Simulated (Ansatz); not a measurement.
Mg₂Si (Fm-3m) from a database structure (r2SCAN geometry), in Ansatz:

```cif
data_structure
_symmetry_space_group_name_H-M 'P 1'
_symmetry_Int_Tables_number 1
_cell_length_a 4.4816
_cell_length_b 4.4816
_cell_length_c 4.4816
_cell_angle_alpha 60.000
_cell_angle_beta 60.000
_cell_angle_gamma 60.000
_cell_volume 63.65
loop_
_atom_site_label
_atom_site_type_symbol
_atom_site_fract_x
_atom_site_fract_y
_atom_site_fract_z
_atom_site_occupancy
Mg1 Mg 0.25000 0.25000 0.25000 1
Mg2 Mg 0.75000 0.75000 0.75000 1
Si1 Si 0.00000 0.00000 0.00000 1
```

G0W0@PBE with 471 empty bands, a screening cutoff of 220 eV and a 6×6×6 mesh (PAW, contour deformation) gives 0.576 eV over the mesh points, from a PBE gap of 0.196 eV; it sums over 483 bands with 459 plane waves in the screening and a wave cutoff of 420 eV. No extrapolation in bands, cutoff or mesh was made for G0W0. Calculated for a static, non-magnetic cell.

**Question.** Estimate the gap with mesh 8×8×8, empty bands 103, screening cutoff 80 eV.

**Answer.** 0.470 eV (-0.106 eV), from a Kohn-Sham gap of 0.202 eV.

**Question.** Estimate the gap with empty bands 866, screening cutoff 300 eV.

**Answer.** 0.589 eV (+0.013 eV), from a Kohn-Sham gap of 0.196 eV.

**Question.** Estimate the gap with starting point HSE06.

**Answer.** 0.752 eV (+0.176 eV), from a Kohn-Sham gap of 0.562 eV.
